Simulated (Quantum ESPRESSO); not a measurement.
Nb:

```
Nb
1.0
    -1.66395    1.66395    1.66395
     1.66395   -1.66395    1.66395
     1.66395    1.66395   -1.66395
Nb
1
Direct
  0.00000 0.00000 0.00000
```

Base run:

* Program: Quantum ESPRESSO 7.5
* Functional: PBEsol
* Potentials or basis: SG15 PBE 1.2
* Cutoff: 952 eV
* Density cutoff: 3810 eV
* k mesh: 11 × 11 × 11
* Occupations: fermi-dirac, width 0.05 eV
* Spin: no spin polarisation

Its results: band gap on the k mesh none (metal or under the smearing width); pressure -7.6 GPa.

Question: The run is repeated on the same cell with these changes: potentials or basis from SG15 PBE 1.2 to GBRV 1.5 PBEsol; cutoff from 952 eV to 612 eV; density cutoff from 3810 eV to 4898 eV. What comes out?

Answer: Band gap on the k mesh none (metal or under the smearing width); pressure -8.3 GPa.

Caveats: the potentials were made for another functional, which shifts forces and pressure (some runs).

Not every run made on this cell is shown here.
